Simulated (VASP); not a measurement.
# PtS2 (P-3m1) in VASP: further runs, part 2 of 2

VASP 6.6.1.

**4. Single point, PBE, spin-orbit coupling, no magnetisation**

File INCAR:

```
PREC     = Accurate       # precision mode
ENCUT    = 650            # plane-wave cutoff, eV
EDIFF    = 1E-7           # SCF threshold, eV
ISMEAR   = 0              # smearing method
SIGMA    = 0.02           # smearing width, eV
LREAL    = False          # projectors in reciprocal space
LASPH    = True           # aspherical terms in the spheres
NELM     = 100            # most SCF steps
ALGO     = Normal         # electronic algorithm
ISIF     = 2              # what is computed and relaxed
LWAVE    = False          # write WAVECAR
LCHARG   = False          # write CHGCAR
LNONCOLLINEAR= True           # non-collinear magnetism
MAGMOM   = 0 0 0 0 0 0 0 0 0 # initial moments
LORBIT   = 11             # projections on sites
LSORBIT  = True           # spin-orbit coupling
GGA_COMPAT= False        
LMAXMIX  = 4              # l up to which the mixer works
GGA      = PE             # functional
NBANDS   = 38             # bands
```

File KPOINTS:

```
regular mesh
0
Gamma
  4 4 3
```

File POSCAR:

```
PtS2
1.0
    3.5432000000      0.0000000000      0.0000000000
   -1.7716000000      3.0685012107      0.0000000000
    0.0000000000      0.0000000000      5.0388000000
Pt S
1 2
Direct
    0.0000000000      0.0000000000      0.0000000000
    0.6666666667      0.3333333333      0.7730000000
    0.3333333333      0.6666666667      0.2270000000
```

Potentials or basis: VASP PAW PBE potentials, release 64 (Pt, S).

On the command line:

```sh
cat potpaw_PBE.64/Pt/POTCAR potpaw_PBE.64/S/POTCAR > POTCAR
mpirun -np 1 vasp_ncl > vasp.out
```

OUTCAR:

```text
PREC = Accurate
   ENCUT = 650
   EDIFF = 1E-7
   ISMEAR = 0
   LREAL = False
   LASPH = True
   NELM = 100
   ISIF = 2
   LNONCOLLINEAR = True
   LORBIT = 11
   LSORBIT = True
   GGA = PE

 Found      9 irreducible k-points:

 Following reciprocal coordinates:
            Coordinates               Weight
  0.000000  0.000000  0.000000      1.000000
  0.250000 -0.000000  0.000000      6.000000
  0.500000 -0.000000  0.000000      3.000000
  0.250000  0.250000  0.000000      6.000000
  0.000000  0.000000  0.333333      2.000000
  0.250000 -0.000000  0.333333      6.000000
   k-points           NKPTS =      9   k-points in BZ     NKDIM =      9   number of bands    NBANDS=     38
   number of dos      NEDOS =    301   number of ions     NIONS =      3
   total plane-waves  NPLWV =  37800
   dimension x,y,z NGX =    30 NGY =   30 NGZ =   42
   dimension x,y,z NGXF=    60 NGYF=   60 NGZF=   84
   ions per type =               1   2
   NGX,Y,Z   is equivalent  to a cutoff of  14.08, 14.08, 13.86 a.u.
   NGXF,Y,Z  is equivalent  to a cutoff of  28.15, 28.15, 27.71 a.u.
 SYSTEM =  unknown system
   PREC   = accura    normal or accurate (medium, high low for compatibility)
   ISTART =      0    job   : 0-new  1-cont  2-samecut
   ICHARG =      2    charge: 1-file 2-atom 10-const
   ISPIN  =      1    spin polarized calculation?
   LNONCOLLINEAR =      T non collinear calculations
   LSORBIT =      T    spin-orbit coupling
   LASPH  =      T    aspherical Exc in radial PAW
   ENCUT  =  650.0 eV  47.77 Ry    6.91 a.u.   7.37  7.37 10.47*2*pi/ulx,y,z
   NELM   =    100;   NELMIN=  2; NELMDL= -5     # of ELM steps
   EDIFF  = 0.1E-06   stopping-criterion for ELM
   LREAL  =      F    real-space projection
   EDIFFG = 0.1E-05   stopping-criterion for IOM
   NSW    =      0    number of steps for IOM
   IBRION =     -1    ionic relax: 0-MD 1-quasi-New 2-CG
   NFREE  =      0    steps in history (QN), initial steepest desc. (CG)
   ISIF   =      2    stress and relaxation
   ISYM   =      2    0-nonsym 1-usesym 2-fastsym
   POTIM  = 0.5000    time-step for ionic-motion
   TEBEG  =    0.0;   TEEND  =   0.0 temperature during run
   PSTRESS=    0.0 pullay stress
[... 298 lines left out ...]
      0.00000      0.00000      0.00000         0.000000      0.000000      0.000000
      1.77160      1.02283      3.89499         0.000000      0.000000     -1.295152
     -0.00000      2.04567      1.14381        -0.000000     -0.000000      1.295152
 -----------------------------------------------------------------------------------
    total drift:                                0.000000      0.000000      0.000000

  FREE ENERGIE OF THE ION-ELECTRON SYSTEM (eV)
  ---------------------------------------------------
  free  energy   TOTEN  =       -15.6682732251 eV

  energy  without entropy=      -15.6682732251  energy(sigma->0) =      -15.66827323

 Spin-Orbit-Coupling matrix elements

 Ion:    1  E_soc:     -0.7668140
 l=   1
     0.0000000    -0.0375064    -0.0394287
    -0.0375064     0.0000000    -0.0375064
    -0.0394287    -0.0375064     0.0000000
 l=   2
     0.0000000    -0.0200161     0.0000000    -0.0200161    -0.0679165
    -0.0200161     0.0000000    -0.0485127    -0.0239593    -0.0200161
     0.0000000    -0.0485127     0.0000000    -0.0485127     0.0000000
    -0.0200161    -0.0239593    -0.0485127     0.0000000    -0.0200161
    -0.0679165    -0.0200161     0.0000000    -0.0200161     0.0000000
 l=   3
     0.0000000     0.0000000     0.0000000     0.0000000     0.0000000     0.0000000     0.0000000
     0.0000000     0.0000000     0.0000000     0.0000000     0.0000000     0.0000000     0.0000000
     0.0000000     0.0000000     0.0000000     0.0000000     0.0000000     0.0000000     0.0000000
     0.0000000     0.0000000     0.0000000     0.0000000     0.0000000     0.0000000     0.0000000
[... 29 lines left out ...]
 l=   2
     0.0000000     0.0000000     0.0000000     0.0000000     0.0000000
     0.0000000     0.0000000     0.0000000     0.0000000     0.0000000
     0.0000000     0.0000000     0.0000000     0.0000000     0.0000000
     0.0000000     0.0000000     0.0000000     0.0000000     0.0000000
     0.0000000     0.0000000     0.0000000     0.0000000     0.0000000
 l=   3
     0.0000000     0.0000000     0.0000000     0.0000000     0.0000000     0.0000000     0.0000000
     0.0000000     0.0000000     0.0000000     0.0000000     0.0000000     0.0000000     0.0000000
     0.0000000     0.0000000     0.0000000     0.0000000     0.0000000     0.0000000     0.0000000
     0.0000000     0.0000000     0.0000000     0.0000000     0.0000000     0.0000000     0.0000000
     0.0000000     0.0000000     0.0000000     0.0000000     0.0000000     0.0000000     0.0000000
     0.0000000     0.0000000     0.0000000     0.0000000     0.0000000     0.0000000     0.0000000
     0.0000000     0.0000000     0.0000000     0.0000000     0.0000000     0.0000000     0.0000000

 total charge

# of ion       s       p       d       tot
------------------------------------------
    1        0.732   0.889   8.009   9.630
    2        1.360   2.307   0.000   3.667
    3        1.360   2.307   0.000   3.667
--------------------------------------------------
tot          3.453   5.502   8.009  16.964

 magnetization (x)

# of ion       s       p       d       tot
------------------------------------------
    1        0.000   0.000   0.000   0.000
    2        0.000   0.000   0.000   0.000
    3        0.000   0.000   0.000   0.000
--------------------------------------------------
tot          0.000   0.000   0.000   0.000

 magnetization (y)

# of ion       s       p       d       tot
------------------------------------------
    1        0.000  -0.000   0.000   0.000
    2        0.000   0.000   0.000   0.000
    3        0.000   0.000   0.000   0.000
--------------------------------------------------
tot          0.000  -0.000   0.000   0.000

 magnetization (z)

# of ion       s       p       d       tot
------------------------------------------
    1        0.000  -0.000   0.000  -0.000
    2        0.000   0.000   0.000   0.000
    3        0.000   0.000   0.000   0.000
--------------------------------------------------
tot          0.000  -0.000   0.000  -0.000
```

OSZICAR:

```text
N       E                     dE             d eps       ncg     rms          rms(c)
DAV:   1     0.138451841084E+03    0.13845E+03   -0.11478E+04   692   0.125E+03
DAV:   2    -0.832753256878E+01   -0.14678E+03   -0.13838E+03   802   0.250E+02
DAV:   3    -0.169700004560E+02   -0.86425E+01   -0.85094E+01   848   0.581E+01
DAV:   4    -0.170953069837E+02   -0.12531E+00   -0.12515E+00   840   0.770E+00
DAV:   5    -0.170977036916E+02   -0.23967E-02   -0.23964E-02   824   0.106E+00    0.221E+01
DAV:   6    -0.158803575462E+02    0.12173E+01   -0.46805E+00   726   0.232E+01    0.140E+01
DAV:   7    -0.156972031739E+02    0.18315E+00   -0.98896E-01   738   0.997E+00    0.704E+00
DAV:   8    -0.156742578701E+02    0.22945E-01   -0.45022E-02   774   0.135E+00    0.257E+00
DAV:   9    -0.156682054024E+02    0.60525E-02   -0.78536E-03   808   0.943E-01    0.514E-01
DAV:  10    -0.156681675620E+02    0.37840E-04   -0.22164E-03   814   0.345E-01    0.159E-01
DAV:  11    -0.156682439234E+02   -0.76361E-04   -0.18133E-04   774   0.997E-02    0.926E-02
DAV:  12    -0.156682684016E+02   -0.24478E-04   -0.18974E-05   798   0.339E-02    0.299E-02
DAV:  13    -0.156682720182E+02   -0.36166E-05   -0.51986E-06   754   0.186E-02    0.899E-03
DAV:  14    -0.156682728127E+02   -0.79454E-06   -0.12100E-06   834   0.751E-03    0.412E-03
DAV:  15    -0.156682731087E+02   -0.29593E-06   -0.81629E-08   664   0.239E-03    0.139E-03
DAV:  16    -0.156682732132E+02   -0.10452E-06   -0.93700E-08   606   0.179E-03    0.756E-04
DAV:  17    -0.156682732251E+02   -0.11947E-07   -0.56689E-09   432   0.598E-04
   1 F= -.15668273E+02 E0= -.15668273E+02  d E =-.242996E-22  mag=     0.0000     0.0000     0.0000
```

stdout:

```text
POSCAR found type information on POSCAR PtS
 POSCAR found :  2 types and       3 ions
 scaLAPACK will be used
 LDA part: xc-table for (Slater+PW92), standard interpolation
 POSCAR, INCAR and KPOINTS ok, starting setup
 FFT: planning ... GRIDC
 FFT: planning ... GRID_SOFT
 FFT: planning ... GRID
 WAVECAR not read
 entering main loop
```

Run time: 43 s. Hardware: 1 thread of AMD EPYC 9R45 (Zen 5), shared host; peak memory 0.31 GiB.

The run converged, but some of its settings lie outside the range that counts as converged, so its numbers aren't taken as properties of the crystal.

What came out:

```yaml
Free_energy: -15.6683 eV
Pressure: 11.1 GPa
Largest_force: 1.295 eV/Å
Valence_electrons_inside_the_program's_atomic_spheres: Pt 9.63; S 3.67
```

Caveat: the k mesh is coarse (spacing up to 0.51 Å⁻¹), so the values aren't converged; forces of over 1 eV/Å show positions far from the minimum, so gaps and moduli don't describe the material at rest.

**5. Single point, PBE, spin-orbit coupling, no magnetisation**

INCAR: that of step 4 with these lines changed.

```diff
@@ -1,3 +1,3 @@
 PREC     = Accurate       # precision mode
-ENCUT    = 650            # plane-wave cutoff, eV
+ENCUT    = 340            # plane-wave cutoff, eV
 EDIFF    = 1E-7           # SCF threshold, eV
```

File KPOINTS:

```
regular mesh
0
Gamma
  6 6 4
```

POSCAR is that of step 4.

On the command line:

```sh
cat potpaw_PBE.64/Pt/POTCAR potpaw_PBE.64/S/POTCAR > POTCAR
mpirun -np 1 vasp_ncl > vasp.out
```

Run time: 44 s. Hardware: 1 thread of AMD EPYC 9R45 (Zen 5), shared host; peak memory 0.2 GiB.

These settings aren't checked as converged: the numbers below hold their error.

What came out:

| Quantity | Value |
| --- | --- |
| Free energy | -15.6473 eV |
| Pressure | 11.0 GPa |
| Largest force | 1.245 eV/Å |
| Valence electrons inside the program's atomic spheres | Pt 9.63; S 3.67 |

Caveat: forces of over 1 eV/Å show positions far from the minimum, so gaps and moduli don't describe the material at rest.

**6. The reference run**

An earlier run on the cell as given: functional PBEsol; potentials or basis VASP PAW PBE potentials, release 64 (Pt, S); cutoff 520 eV; k mesh 9 × 9 × 5; occupations fermi-dirac, width 0.05 eV; no spin polarisation.

- Pressure: 6.1 GPa
- Largest force: 0.930 eV/Å
- Band gap on the k mesh: 0.96 eV, indirect (least direct gap 1.00 eV)
